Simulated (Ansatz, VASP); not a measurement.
**Two plane-wave programs on NaI**

File INCAR:

```
PREC = Accurate
ENCUT = 520
EDIFF = 1E-6
ISMEAR = 0
SIGMA = 0.05
LREAL = F
LASPH = T
NELM = 60
ALGO = Normal
ISIF = 2
LWAVE = F
LCHARG = F
GGA = PS
NBANDS = 14
```

Contents of KPOINTS:

```
regular mesh
0
Gamma
  6 6 6
```

File POSCAR:

```
NaI
1.0
    0.0000000000      3.2364000000      3.2364000000
    3.2364000000      0.0000000000      3.2364000000
    3.2364000000      3.2364000000      0.0000000000
Na I
1 1
Direct
    0.0000000000      0.0000000000      0.0000000000
    0.5675905327      0.4324094673      0.5675905327
```

Input for Ansatz:

```yaml
crystal:
  lattice:
    - [0.0, 3.2364, 3.2364]
    - [3.2364, 0.0, 3.2364]
    - [3.2364, 3.2364, 0.0]
  atoms:
    - { symbol: Na, position: [0.0, 0.0, 0.0] }
    - { symbol: I, position: [0.5675905327, 0.4324094673, 0.5675905327] }
basis:
  ecutwfc: 420
kpoints:
  mp_grid: { grid: [6, 6, 6] }
hamiltonian:
  xc: pbesol
scf:
  occupations: { method: gaussian, width: 0.05 }
output:
  forces: true
  stress: true
  eigenvalues: true
```

Change from the starting cell: all I atoms moved +0.438 Å, as atom 2 along Cartesian [0 1 0].

Alike in both runs: task single point; functional PBEsol; k mesh 6 × 6 × 6; occupations gaussian, width 0.05 eV; no spin polarisation.

```csv
,VASP,Ansatz
version,VASP 6.6.1,Ansatz 0.2.0
potentials or method,"VASP PAW PBE potentials, release 64 (Na_pv, I)","scalar-relativistic, plane waves, PAW"
plane-wave cutoff (eV),520,420
valence electrons in the cell,14,26
```

```csv
,VASP,Ansatz,Ansatz less VASP
gap on the k mesh at the Fermi level (eV),3.54,3.54,+0.004
least direct gap on the mesh (eV),3.54,3.54,+0.004
pressure (GPa),0.7,0.6,-0.05
largest component of the traceless stress (GPa),2.58,2.55,-0.032
rms of the force components (eV/Å),0.391,0.386,-0.0053
```

Atom by atom the forces differ by 0.005 eV/Å (rms over components). The functional is the same, so the differences come from potentials, cutoffs and numerics. The two sets of potentials don't hold the same shells in valence.

Caveats: the PAW data sets were made with another functional, which shifts forces and pressure a little (VASP); spin-orbit coupling is left out, which moves the levels of the heavy elements.
